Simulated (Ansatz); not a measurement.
# Review of an SCF result for CoO

We look at CoO: an unrelaxed test cell, picked because its SCF is hard, with 2 atoms per cell.

Theory: DFT, PBE+U, PAW (an earlier, harder data set), plane waves, scalar-relativistic in Ansatz.

```yaml
crystal:
  lattice:
    - [0, 2.13, 2.13]
    - [2.13, 0, 2.13]
    - [2.13, 2.13, 0]
  atoms:
    - { symbol: Co, position: [0, 0, 0], spin: 3 }
    - { symbol: O, position: [0.493762, 0.535625, 0.512084] }
kpoints:
  mp_grid: { kspacing: 0.3, shift: [0, 0, 0] }
hamiltonian:
  xc: pbe
  dispersion: none
  hubbard: { sites: [{ site: 0, l: d, shell: 3, u_eff: 4 }] }
  pseudopotentials: { kind: paw }
magnetization:
  spin_polarized: true
scf:
  occupations: { method: fermi_dirac, width: 0.1 }
  lower_state_search: standard
```

Settings in force: cutoff 930 eV, smearing width 0.1 eV; standard search for lower states.

The run converged after 77 iterations in all: spin-polarised, site moments Co1 2.57, O2 0.21 μB, total 3.00 μB per cell.

A static U favours moments and orbital order; the result depends on U and need not be the measured state. With one magnetic atom in the cell its copies can only be parallel; orders in a larger cell may lie lower.

Site moments are taken inside atomic spheres and don't add up to the total.

Eigenvalues of the Hubbard occupation matrices: Co1 up 1.00 1.00 1.00 1.00 1.00, down 0.05 0.13 0.13 0.99 0.99.

Question: Would you trust this as the ground state? If a lower solution is known, describe it.

Answer: No. A state 1.3 meV/atom (0.003 eV per cell) lower exists in this cell: spin-polarised, site moments Co1 2.57, O2 0.21 μB, total 3.00 μB per cell (the moments match this run's, so the two differ in another way, such as which orbitals are filled). It was reached from: occupation matrices typed (Co1 up full, Co1 down 2.28 in mixed orbitals), occupations held until converged, default search for lower states [spin density started apart from these, at Co1 3.00 μB]; occupation matrices typed (Co1 up full, Co1 down 2.28 in mixed orbitals), default search for lower states [spin density started apart from these, at Co1 3.00 μB]. Its occupation eigenvalues are Co1 up 1.00 1.00 1.00 1.00 1.00, down 0.05 0.13 0.13 0.99 0.99. The run gave no warning of a lower state. States within about 5 meV/atom are too close for this mesh, smearing and search to settle their order. Orders that need a larger cell or non-collinear spins weren't tried. No run without spin polarisation was made.
